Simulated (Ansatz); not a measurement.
# Si: the cost of one run

Computed with Ansatz 0.2.0 (DFT PBE, scalar-relativistic, plane waves, PAW, unless a step's input says otherwise).

### Step 1. The system as given

Symmetry: P6_3/mmc, No. 194, hexagonal system. The conventional cell has a = 3.795 Å, b = 3.795 Å, c = 12.710 Å, α = 90.00°, β = 90.00°, γ = 120.00°. Around Si (site symmetry 3m) lie 4 Si at 2.33 to 2.38 Å.

As a file:

```
CELL_PARAMETERS angstrom
7.58960 0.00000 0.00000
-3.79480 6.57279 0.00000
0.00000 0.00000 12.70990
ATOMIC_POSITIONS crystal
Si 0.00000 0.00000 0.40620
Si 0.00000 0.50000 0.40620
Si 0.50000 0.00000 0.40620
Si 0.50000 0.50000 0.40620
Si 0.00000 0.00000 0.90620
Si 0.00000 0.50000 0.90620
Si 0.50000 0.00000 0.90620
Si 0.50000 0.50000 0.90620
Si 0.00000 0.00000 0.09380
Si 0.00000 0.50000 0.09380
Si 0.50000 0.00000 0.09380
Si 0.50000 0.50000 0.09380
Si 0.00000 0.00000 0.59380
Si 0.00000 0.50000 0.59380
Si 0.50000 0.00000 0.59380
Si 0.50000 0.50000 0.59380
Si 0.16667 0.33333 0.34370
Si 0.16667 0.83333 0.34370
Si 0.66667 0.33333 0.34370
Si 0.66667 0.83333 0.34370
Si 0.33333 0.16667 0.84370
Si 0.33333 0.66667 0.84370
Si 0.83333 0.16667 0.84370
Si 0.83333 0.66667 0.84370
Si 0.16667 0.33333 0.15630
Si 0.16667 0.83333 0.15630
Si 0.66667 0.33333 0.15630
Si 0.66667 0.83333 0.15630
Si 0.33333 0.16667 0.65630
Si 0.33333 0.66667 0.65630
Si 0.83333 0.16667 0.65630
Si 0.83333 0.66667 0.65630
```

The runs take a perfect supercell of 32 atoms; the defect goes to fractional position (0.583, 0.250, 0.750).

### Step 2. The perfect supercell

Contents of input.yaml:

```yaml
crystal:
  lattice:
    - [7.5896, 0.0, 0.0]
    - [-3.7948, 6.572786, 0.0]
    - [0.0, 0.0, 12.7099]
  atoms:
    - { symbol: Si, position: [0.0, 0.0, 0.4062] }
    - { symbol: Si, position: [0.0, 0.5, 0.4062] }
    - { symbol: Si, position: [0.5, 0.0, 0.4062] }
    - { symbol: Si, position: [0.5, 0.5, 0.4062] }
    - { symbol: Si, position: [0.0, 0.0, 0.9062] }
    - { symbol: Si, position: [0.0, 0.5, 0.9062] }
    - { symbol: Si, position: [0.5, 0.0, 0.9062] }
    - { symbol: Si, position: [0.5, 0.5, 0.9062] }
    - { symbol: Si, position: [0.0, 0.0, 0.0938] }
    - { symbol: Si, position: [0.0, 0.5, 0.0938] }
    - { symbol: Si, position: [0.5, 0.0, 0.0938] }
    - { symbol: Si, position: [0.5, 0.5, 0.0938] }
    - { symbol: Si, position: [0.0, 0.0, 0.5938] }
    - { symbol: Si, position: [0.0, 0.5, 0.5938] }
    - { symbol: Si, position: [0.5, 0.0, 0.5938] }
    - { symbol: Si, position: [0.5, 0.5, 0.5938] }
    - { symbol: Si, position: [0.166667, 0.333333, 0.3437] }
    - { symbol: Si, position: [0.166667, 0.833333, 0.3437] }
    - { symbol: Si, position: [0.666667, 0.333333, 0.3437] }
    - { symbol: Si, position: [0.666667, 0.833333, 0.3437] }
    - { symbol: Si, position: [0.333333, 0.166667, 0.8437] }
    - { symbol: Si, position: [0.333333, 0.666667, 0.8437] }
    - { symbol: Si, position: [0.833333, 0.166667, 0.8437] }
    - { symbol: Si, position: [0.833333, 0.666667, 0.8437] }
    - { symbol: Si, position: [0.166667, 0.333333, 0.1563] }
    - { symbol: Si, position: [0.166667, 0.833333, 0.1563] }
    - { symbol: Si, position: [0.666667, 0.333333, 0.1563] }
    - { symbol: Si, position: [0.666667, 0.833333, 0.1563] }
    - { symbol: Si, position: [0.333333, 0.166667, 0.6563] }
    - { symbol: Si, position: [0.333333, 0.666667, 0.6563] }
    - { symbol: Si, position: [0.833333, 0.166667, 0.6563] }
    - { symbol: Si, position: [0.833333, 0.666667, 0.6563] }
basis:
  ecutwfc: 420
  fft_grid_basis: typed
kpoints:
  mp_grid: { grid: [3, 3, 1] }
hamiltonian:
  xc: pbe
  pseudopotentials: { kind: paw }
scf:
  occupations: { method: gaussian, width: 0.05 }
output:
  forces: true
  stress: false
  eigenvalues: true
  bader: false
  write_density: true
  volumetric_format: npy
```

Started as:

```
$ ansatz run input.yaml --threads 4 --pin off --max-ram 10240MiB --backend cpu --events-out ev --progress --plain --runs-dir out
```

**Question.** How long does this run take on 4 threads of Arm Neoverse V1, shared host, and how much memory does it need?

About 2.5 s, with a peak of 1.3 GiB.
